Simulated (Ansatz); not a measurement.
A single-point calculation of PbS in the rocksalt structure with Ansatz 0.2.0, at the level HSE06. The cell was relaxed with r2SCAN and then strained (epitaxial -2.0 % in the plane normal to [111], free normal strain +2.05 %), with the atoms relaxed again with r2SCAN; k points keep the names of the unstrained zone.

input.yaml:
```yaml
crystal:
  lattice:
    - [0.0805752171, 3.0080632398, 3.0080632398]
    - [3.0080632398, 0.0805752171, 3.0080632398]
    - [3.0080632398, 3.0080632398, 0.0805752171]
  atoms:
    - { symbol: Pb, position: [0.0, 0.0, 0.0] }
    - { symbol: S, position: [0.5, 0.5, 0.5] }
kpoints:
  mp_grid: { grid: [6, 6, 6] }
  band_path:
    path:
      - [0.0, 0.0, 0.0]
      - [0.5, 0.0, 0.5]
      - [0.625, 0.25, 0.625]
      - [0.375, 0.375, 0.75]
      - [0.5, 0.5, 0.5]
      - [0.5, 0.25, 0.75]
      - [0.0, 0.0, 0.5]
    npoints: 1
hamiltonian:
  xc: hse06
scf:
  occupations: { method: fermi_dirac, width: 0.02 }
  n_extra_bands: 4
output:
  forces: true
  stress: true
  eigenvalues: true
```

It took 36 s on 1 × NVIDIA H100 80GB HBM3 with 2 threads of AMD EPYC 7R13 Processor (Zen 3), with other jobs on the host; peak host memory 2.5 GiB.

What the program printed (shortened):
```
Functional definition: HSE06
Crystal: 2 atoms, lattice volume = 52.250 Å³
Basis set: ecut = 420 eV, 995 PW (Γ)
Bands: 14, of which v1, the nominal top of the filled ones, is band 10 counted from 1 (9 counted from 0)
Symmetry: 12 space group operations
Space group: R-3m (ITA 166)
k-points: 32 of 216
Exchange kernel: α = 0.2500, screened, ω = 0.2079 Å⁻¹, Wigner–Seitz truncation, v(0) = 1046.7859 eV·Å³, q-mesh 6×6×6
hybrid outer 1: dexx = +5.165e-3 eV, tail = 1.12e-5 eV
hybrid outer 2: dexx = +7.703e-8 eV, tail = 2.54e-9 eV, Δε = 2.64e-3 eV
Free energy (F): -12813.678982 eV
Fermi energy:    8.573619 eV
--- Per-component energies (eV) ---
  E_band       = -85.586589
  E_kinetic    = 392.776678
  E_local      = -1222.059629
  E_nonlocal   = 378.420004
  E_hartree    = 476.736169
  E_xc         = -254.199923
  E_vxc        = -176.577729
  E_exx        = -42.548625
  E_paw        = -11030.379713
  E_vpaw       = -326.521209
  E_ewald      = -1512.661561
  E_core_change = 0.237563
--- Stress (GPa, compression-positive) ---
        0.965436      -0.621036      -0.621036
       -0.621036       0.965436      -0.621036
       -0.621036      -0.621036       0.965436
  P = ⅓ Tr σ = 0.9654 GPa (9.654 kbar)
```

bands.tsv, columns around the gap (it counts bands from 0):
```tsv
# k_distance	band_5	band_6	band_7	band_8	band_9	band_10	band_11	band_12	band_13
# fermi_ev = 8.573622
# [0, 0, 0] at k_distance = 0.000000
# [0.5, 0, 0.5] at k_distance = 1.059143
# [0.625, 0.25, 0.625] at k_distance = 1.428593
# [0.375, 0.375, 0.75] at k_distance = 2.085752
# [0.5, 0.5, 0.5] at k_distance = 2.742911
# [0.5, 0.25, 0.75] at k_distance = 3.501733
# [0, 0, 0.5] at k_distance = 4.240633
# levels_relative_to = fermi_ev
0.000	-15.558	-6.857	-3.188	-2.862	-2.862	5.603	5.603	5.622	6.643
1.059	-13.759	-8.132	-6.273	-4.487	-4.214	3.953	5.814	6.110	6.346
1.429	-13.789	-9.115	-5.818	-3.681	-3.177	3.573	4.446	5.420	6.388
2.086	-13.789	-9.115	-5.818	-3.681	-3.177	3.573	4.446	5.420	6.388
2.743	-14.300	-10.251	-2.455	-2.455	-0.244	0.603	2.300	2.300	9.006
3.502	-13.728	-9.011	-5.430	-5.416	-1.652	2.302	4.855	5.091	8.505
4.241	-14.227	-10.032	-2.655	-2.536	-0.485	0.266	1.912	2.061	9.033
```
In order the rows are Γ, X, U, K, L, W, L.

With HSE06 the valence top lies at L and the conduction bottom at L, 0.51 eV higher; the smallest vertical gap, at L, is 0.75 eV. Edges are sought over the mesh and the listed points. The mean pressure at these positions is +1.0 GPa, compression counted positive. The stress of a hybrid is loosely converged here.

No spin polarisation and no zero-point or thermal motion.

Spin-orbit coupling is left out; in compounds of Pb, Bi, Tl or Hg it can lower a gap by up to about 1 eV, split its edges or invert the bands.

The meshes of the hybrids are coarse, so their gaps aren't converged to the digits shown.
